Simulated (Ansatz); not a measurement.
**Converging shifted k-point meshes: ZnTe (R3m, 2 atoms in the cell)**

```yaml
crystal:
  lattice:
    - [0.00000, 3.04085, 3.04085]
    - [3.04085, 0.00000, 3.04085]
    - [3.04085, 3.04085, 0.00000]
  atoms:
    - { symbol: Zn, position: [0.00475, 0.00475, 0.00475] }
    - { symbol: Te, position: [0.25000, 0.25000, 0.25000] }
```

Method of the run: PBE (plane waves, PAW; Ansatz, an electronic-structure program).

Base settings: basis.ecutwfc = 420 eV; kpoints.mp_grid.grid = 7 7 7; hamiltonian.xc = pbe; hamiltonian.pseudopotentials = {kind: paw} (the program's default PAW files); scf.occupations.method = fermi_dirac; scf.occupations.width = 0.05 eV.

In this ladder: kpoints.mp_grid.shift = 0.5 0.5 0.5.

Shifted meshes do not hold Γ, so a gap read on them misses any band edge there.

Only quantities that move along the ladder and can be compared are tabulated.

The count of work is k-points × plane waves × bands × iterations; it is no time. Core times come from one kind of shared machine, to one figure; runs under 30 s give none.

The starting cell has typed, rounded lattice constants, without a prior relaxation at this level. Its lattice was rescaled by up to half a per cent. One atom was moved a little off its site on purpose. Spin-orbit coupling is off. Ansatz's pressure includes its estimate of the finite-basis (Pulay) stress.

```tsv
kpoints.mp_grid.grid	free energy less the last step's (meV/atom)	pressure (GPa)	largest difference of a force vector from the last step's (eV/Å)	gap on the mesh (eV)	count of work / last	core time / last (rough)
2 2 2	29.07	2.72	0.510	2.668	0.0030	–
3 3 3	0.90	2.40	0.115	2.119	0.0091	–
4 4 4	-0.31	2.37	0.032	2.113	0.013	–
5 5 5	-0.16	2.36	0.009	1.958	0.029	–
6 6 6	-0.06	2.36	0.003	1.896	0.042	–
7 7 7	-0.02	2.36	0.001	1.774	0.057	–
8 8 8	0.00	2.36	0.000	1.683	0.091	–
9 9 9	0.00	2.36	0.000	1.613	0.13	–
10 10 10	0.00	2.36	0.000	1.558	0.14	–
11 11 11	0.00	2.36	0.000	1.515	0.19	–
12 12 12	0.00	2.36	0.000	1.480	0.28	–
13 13 13	0.00	2.36	0.000	1.452	0.30	–
15 15 15	0.00	2.36	0.000	1.409	0.45	–
17 17 17	0.00	2.36	0.000	1.379	0.64	0.6
18 18 18	0.00	2.36	0.000	1.367	0.74	0.8
20 20 20	0.00	2.36	0.000	1.348	1.0	1
```

Coarsest kpoints.mp_grid.grid that holds the forces within 0.005 eV/Å of the last step, with all finer ones: 6 6 6, at 0.042 of the last step's count of work; the step before is off by 0.009 eV/Å.

Coarsest kpoints.mp_grid.grid that holds the free energy within 5 meV/atom of the last step, with all finer ones: 3 3 3, at 0.0091 of the last step's count of work; the step before is off by 29 meV/atom.

Coarsest kpoints.mp_grid.grid that holds the pressure within 0.2 GPa of the last step, with all finer ones: 3 3 3, at 0.0091 of the last step's count of work; the step before is off by 0.36 GPa.

Keys are those of Ansatz 0.2.
